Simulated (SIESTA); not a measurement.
Crystal: TiSi2.

```xyz
6
Lattice="0.0000 4.1175 4.2629 2.3895 0.0000 4.2629 2.3895 4.1175 0.0000" Properties=species:S:1:pos:R:3 pbc="T T T"
Ti    3.5843    6.1763    6.3943
Ti    2.3895    4.1175    4.2629
Si    1.1948    3.3975    2.1314
Si    1.1948    0.7200    2.1314
Si    2.3895    1.3387    4.2629
Si    2.3895    6.8963    4.2629
```

The cell is a database's computed one.

* Program: SIESTA 5.4.2
* Task: single point
* Functional: PBE
* Potentials or basis: PseudoDojo 0.4 standard (PBE files)
* Basis: DZP (energy shift 0.003 Ry; two zetas on semicore shells)
* Grid cutoff: 800 Ry
* Energy shift: 0.003 Ry
* k mesh: 7 × 7 × 7
* Occupations: fermi-dirac, width 0.05 eV
* Spin: no spin polarisation

On this cell: pressure 2.7 GPa; largest force 0.027 eV/Å; band gap on the k mesh none (metal or under the smearing width).

The same run follows on a disturbed copy (atoms moved at random, drawn with an rms of 0.05 Å):

```
Ti Si
1.0
     0.00000    4.11752    4.26290
     2.38951    0.00000    4.26290
     2.38951    4.11752    0.00000
Ti Si
2 4
Direct
  0.72981 0.76601 0.75452
  0.50981 0.49380 0.48812
  0.41190 0.08863 0.40122
  0.08792 0.41584 0.08906
  0.15524 0.85385 0.16462
  0.85264 0.14947 0.82758
```

What changes?

The energy (extrapolated to zero smearing) moves by +15.7 meV/atom; pressure 3.3 GPa; largest force 1.143 eV/Å; band gap on the k mesh none (metal or under the smearing width).

Forces on the atoms (eV/Å):
```
Ti  -0.987  0.481  0.318
Ti   0.629 -0.107 -0.226
Si   0.206  0.155  0.123
Si   0.058 -0.321  0.320
Si  -0.280  0.046 -0.594
Si   0.373 -0.255  0.060
```

Stress tensor (GPa, compression positive):
```
 3.54 -0.61 -1.22
-0.61  1.44  1.37
-1.22  1.37  4.95
```

Caveats: the basis of atomic orbitals isn't converged, which shifts pressures, moduli and gaps.
